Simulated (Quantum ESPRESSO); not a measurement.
# Sr (Fm-3m) in Quantum ESPRESSO: further runs, part 3 of 3

Quantum ESPRESSO 7.5.

## (5) Phonons, PBE

pw.in reads:

```
&CONTROL
  calculation = 'scf'
  prefix = 'pwscf'
  outdir = './tmp'
  pseudo_dir = './pseudo'
  tprnfor = .true.
  tstress = .true.
  disk_io = 'low'
/
&SYSTEM
  ibrav = 0
  nat = 1
  ntyp = 1
  ecutwfc = 61
  nbnd = 10
  occupations = 'smearing'
  smearing = 'mv'
  degauss = 0.01469973
/
&ELECTRONS
  conv_thr = 2d-10
  electron_maxstep = 120
  mixing_beta = 0.5
/
ATOMIC_SPECIES
Sr    87.6200 38_Sr_10_2.3_2.5_pbe_n_v1.0.upf
CELL_PARAMETERS angstrom
   0.0000000000    3.0423500000    3.0423500000
   3.0423500000    0.0000000000    3.0423500000
   3.0423500000    3.0423500000    0.0000000000
ATOMIC_POSITIONS crystal
Sr     0.0000000000    0.0000000000    0.0000000000
K_POINTS automatic
7 7 7 0 0 0
```

scf2.in reads:

```
&CONTROL
  calculation = 'scf'
  prefix = 'pwscf'
  outdir = './tmp'
  pseudo_dir = './pseudo'
  tprnfor = .true.
  tstress = .true.
  disk_io = 'low'
/
&SYSTEM
  ibrav = 0
  nat = 1
  ntyp = 1
  ecutwfc = 61
  nbnd = 10
  occupations = 'smearing'
  smearing = 'mv'
  degauss = 0.01469973
/
&ELECTRONS
  conv_thr = 1d-13
  electron_maxstep = 120
  mixing_beta = 0.5
  startingpot = 'file'
  startingwfc = 'file'
/
ATOMIC_SPECIES
Sr    87.6200 38_Sr_10_2.3_2.5_pbe_n_v1.0.upf
CELL_PARAMETERS angstrom
   0.0000000000    3.0423500000    3.0423500000
   3.0423500000    0.0000000000    3.0423500000
   3.0423500000    3.0423500000    0.0000000000
ATOMIC_POSITIONS crystal
Sr     0.0000000000    0.0000000000    0.0000000000
K_POINTS automatic
7 7 7 0 0 0
```

ph.in reads:

```
phonons of Sr
&INPUTPH
  prefix = 'pwscf'
  outdir = './tmp'
  tr2_ph = 1d-18
  fildyn = 'dyn'
  niter_ph = 90
  alpha_mix(1) = 0.4
/
0.1767766953 0.7071067812 0.1767766953
```

Potentials or basis: SPMS 1.0 PBE.

Run with:

```
OMP_NUM_THREADS=1 pw.x -in pw.in > pw.out
OMP_NUM_THREADS=1 pw.x -in scf2.in > scf2.out
OMP_NUM_THREADS=1 ph.x -in ph.in > ph.out
```

pw.out:

```text
This program is part of the open-source Quantum ESPRESSO suite
     for quantum simulation of materials; please cite
[... 9 lines left out ...]
     --------------------
     sticks:   dense  smooth     PW     G-vecs:    dense   smooth      PW
     Sum        1111    1111    313                24357    24357    3839

     Using Slab Decomposition

     bravais-lattice index     =            0
     lattice parameter (alat)  =       8.1306  a.u.
     unit-cell volume          =     380.0617 (a.u.)^3
     number of atoms/cell      =            1
     number of atomic types    =            1
     number of electrons       =        10.00
     number of Kohn-Sham states=           10
     kinetic-energy cutoff     =      61.0000  Ry
     charge density cutoff     =     244.0000  Ry
     scf convergence threshold =      2.0E-10
     mixing beta               =       0.5000
     number of iterations used =            8  plain     mixing
     Exchange-correlation= PBE
                           (   1   4   3   4   0   0   0)

     celldm(1)=   8.130608  celldm(2)=   0.000000  celldm(3)=   0.000000
     celldm(4)=   0.000000  celldm(5)=   0.000000  celldm(6)=   0.000000

     crystal axes: (cart. coord. in units of alat)
               a(1) = (   0.000000   0.707107   0.707107 )
               a(2) = (   0.707107   0.000000   0.707107 )
               a(3) = (   0.707107   0.707107   0.000000 )

     reciprocal axes: (cart. coord. in units 2 pi/alat)
               b(1) = ( -0.707107  0.707107  0.707107 )
               b(2) = (  0.707107 -0.707107  0.707107 )
               b(3) = (  0.707107  0.707107 -0.707107 )

     PseudoPot. # 1 for Sr read from file:
     38_Sr_10_2.3_2.5_pbe_n_v1.0.upf
     Pseudo is Norm-conserving + core correction, Zval = 10.0
     Generated using ONCVPSP code by D. R. Hamann
     Using radial grid of 1836 points,  6 beta functions with:
                l(1) =   0
                l(2) =   0
                l(3) =   1
                l(4) =   1
                l(5) =   2
                l(6) =   2

     atomic species   valence    mass     pseudopotential
     Sr               10.00    87.62000     Sr( 1.00)

     48 Sym. Ops., with inversion, found

   Cartesian axes

     site n.     atom                  positions (alat units)
         1        Sr     tau(   1) = (   0.0000000   0.0000000   0.0000000  )

     number of k points=    20  Marzari-Vanderbilt smearing, width (Ry)=  0.0147
                       cart. coord. in units 2pi/alat
        k(    1) = (   0.0000000   0.0000000   0.0000000), wk =   0.0058309
        k(    2) = (   0.1010153   0.1010153  -0.1010153), wk =   0.0466472
        k(    3) = (   0.2020305   0.2020305  -0.2020305), wk =   0.0466472
        k(    4) = (   0.3030458   0.3030458  -0.3030458), wk =   0.0466472
        k(    5) = (   0.2020305  -0.0000000   0.0000000), wk =   0.0349854
        k(    6) = (   0.3030458   0.1010153  -0.1010153), wk =   0.1399417
[... 12 lines left out ...]
        k(   19) = (  -0.1010153  -0.5050763   0.7071068), wk =   0.1399417
        k(   20) = (  -0.0000000  -0.4040610   0.6060915), wk =   0.1399417

     Dense  grid:    24357 G-vectors     FFT dimensions: (  45,  45,  45)

     Initial potential from superposition of free atoms

     starting charge       9.9917, renormalised to      10.0000
     Starting wfcs are    5 randomized atomic wfcs +    5 random wfcs

     Self-consistent Calculation

     iteration #  1     ecut=    61.00 Ry     beta= 0.50
     Davidson diagonalization with overlap
     ethr =  1.00E-02,  avg # of iterations =  7.5

     Threshold (ethr) on eigenvalues was too large:
     Diagonalizing with lowered threshold

     Davidson diagonalization with overlap
     ethr =  1.44E-05,  avg # of iterations =  7.8

     total energy              =     -69.45647811 Ry
     estimated scf accuracy    <       0.00139003 Ry

     iteration #  2     ecut=    61.00 Ry     beta= 0.50
     Davidson diagonalization with overlap
     ethr =  1.39E-05,  avg # of iterations =  1.0
[... 22 lines left out ...]
     total energy              =     -69.45664113 Ry
     estimated scf accuracy    <       0.00000002 Ry

     iteration #  6     ecut=    61.00 Ry     beta= 0.50
     Davidson diagonalization with overlap
     ethr =  1.88E-10,  avg # of iterations =  1.3

     End of self-consistent calculation

          k = 0.0000 0.0000 0.0000 (  3119 PWs)   bands (ev):

   -31.7861 -13.6637 -13.6637 -13.6637   1.2699   7.2075   7.2075   7.2075
     8.6382   8.6382

          k = 0.1010 0.1010-0.1010 (  3053 PWs)   bands (ev):

   -31.7838 -13.6983 -13.6684 -13.6684   1.5851   6.7541   7.3331   7.3331
     8.4874   8.4874

          k = 0.2020 0.2020-0.2020 (  3040 PWs)   bands (ev):
[... 61 lines left out ...]
   -31.7705 -13.8247 -13.7261 -13.7261   4.0458   5.3169   5.9268   9.2147
     9.2147   9.5959

          k =-0.0000-0.6061 0.6061 (  3048 PWs)   bands (ev):

   -31.7698 -13.8226 -13.7442 -13.7246   4.4581   5.2612   5.7707   8.8053
     9.0598   9.7827

          k = 0.4041 0.2020 0.0000 (  3055 PWs)   bands (ev):

   -31.7749 -13.7851 -13.7208 -13.6942   3.1532   5.7469   6.4006   7.8360
     8.2563   9.6430

          k =-0.2020-0.4041 0.6061 (  3061 PWs)   bands (ev):

   -31.7718 -13.8085 -13.7428 -13.7057   4.2062   5.2089   6.0483   7.6112
     8.9789   9.7383

          k =-0.1010-0.5051 0.7071 (  3071 PWs)   bands (ev):

   -31.7704 -13.8107 -13.7454 -13.7250   4.3877   5.3793   5.7500   7.9532
     9.3295   9.8924

          k =-0.0000-0.4041 0.6061 (  3071 PWs)   bands (ev):

   -31.7700 -13.7884 -13.7775 -13.7221   4.9144   5.2640   5.5662   7.4145
     9.4063   9.5349

     the Fermi energy is     4.8950 ev

!    total energy              =     -69.45664113 Ry
     estimated scf accuracy    <          6.0E-11 Ry
     smearing contrib. (-TS)   =      -0.00061607 Ry
     internal energy E=F+TS    =     -69.45602506 Ry

     The total energy is F=E-TS. E is the sum of the following terms:
     one-electron contribution =     -27.20738547 Ry
     hartree contribution      =      14.72119065 Ry
     xc contribution           =     -17.09597409 Ry
     ewald contribution        =     -39.87385615 Ry

     convergence has been achieved in   6 iterations

     Forces acting on atoms (cartesian axes, Ry/au):

     atom    1 type  1   force =     0.00000000    0.00000000    0.00000000

     Total force =     0.000000     Total SCF correction =     0.000000

     Computing stress (Cartesian axis) and pressure

          total   stress  (Ry/bohr**3)                   (kbar)     P=       -3.08
  -0.00002093  -0.00000000  -0.00000000           -3.08       -0.00       -0.00
  -0.00000000  -0.00002093  -0.00000000           -0.00       -3.08       -0.00
  -0.00000000  -0.00000000  -0.00002093           -0.00       -0.00       -3.08

=------------------------------------------------------------------------------=
   JOB DONE.
=------------------------------------------------------------------------------=
```

scf2.out:

```text
This program is part of the open-source Quantum ESPRESSO suite
     for quantum simulation of materials; please cite
[... 9 lines left out ...]
     --------------------
     sticks:   dense  smooth     PW     G-vecs:    dense   smooth      PW
     Sum        1111    1111    313                24357    24357    3839
[... 234 lines left out ...]
  -0.00002097   0.00000000   0.00000000           -3.09        0.00        0.00
   0.00000000  -0.00002097   0.00000000            0.00       -3.09        0.00
   0.00000000   0.00000000  -0.00002097            0.00        0.00       -3.09

=------------------------------------------------------------------------------=
   JOB DONE.
=------------------------------------------------------------------------------=
```

ph.out:

```text
This program is part of the open-source Quantum ESPRESSO suite
     for quantum simulation of materials; please cite
         "P. Giannozzi et al., J. Phys.:Condens. Matter 21 395502 (2009);
         "P. Giannozzi et al., J. Phys.:Condens. Matter 29 465901 (2017);
         "P. Giannozzi et al., J. Chem. Phys. 152 154105 (2020);
     in publications or presentations arising from this work. More details at

     IMPORTANT: XC functional enforced from input :
[... 324 lines left out ...]
     freq (   3-   3) =        100.6  [cm-1]   --> B_2  D_4  S_4

     INITIALIZATION:

     DYNAMICAL MATRIX:

      Additional routines

=------------------------------------------------------------------------------=
   JOB DONE.
=------------------------------------------------------------------------------=
```

Run time: 4 min. Hardware: 1 thread of Intel Xeon 6975P-C (Granite Rapids), shared host; peak memory 0.09 GiB.

Results:

```yaml
Free_energy: -945.0057 eV
Pressure_after_relaxing: -0.3 GPa
Band_gap_on_the_k_mesh: none (metal or under the smearing width)
Highest_phonon_frequency_at_the_q_point_run: 101 cm⁻¹
```

Phonon frequencies in cm⁻¹ (negative: imaginary):
```csv
q point,frequencies
"(0.625, 0.250, 0.625)",79 90 101
```

Phonon modes at q = (0.625, 0.250, 0.625) in reciprocal lattice units:
| mode | symmetry | cm⁻¹ |
| --- | --- | --- |
| 1 | B_1 | 79 |
| 2 | A_1 | 90 |
| 3 | B_2 | 101 |

Caveat: the q point doesn't lie on the k mesh, which can shift a metal's frequencies strongly unless the mesh is converged.

## (6) The runs side by side

```csv
potentials or basis,cell,k mesh,cutoff (eV),gap on the mesh (eV),pressure (GPa)
PseudoDojo 0.4.1 SR PBE standard,relaxed to 8 GPa,8 × 8 × 8,925,none,8.0
PseudoDojo 0.4.1 SR PBE standard,relaxed to 15 GPa,8 × 8 × 8,925,none,15.0
GBRV 1.5 PBE,relaxed,7 × 7 × 7,612,none,-0.3
SPMS 1.0 PBE,relaxed,7 × 7 × 7,830,none,-0.3
```

Alike in all rows: task phonons; level PBE; no spin polarisation; smearing cold 0.2 eV.

Caveats: the cell is more than 3 GPa from zero pressure, which shifts response properties (some runs); the q point doesn't lie on the k mesh, which can shift a metal's frequencies strongly unless the mesh is converged (some runs); the mesh is thin for the phonons of a metal (some runs).

Total energies depend on the potentials used, so only differences within one code and one set of settings carry meaning.
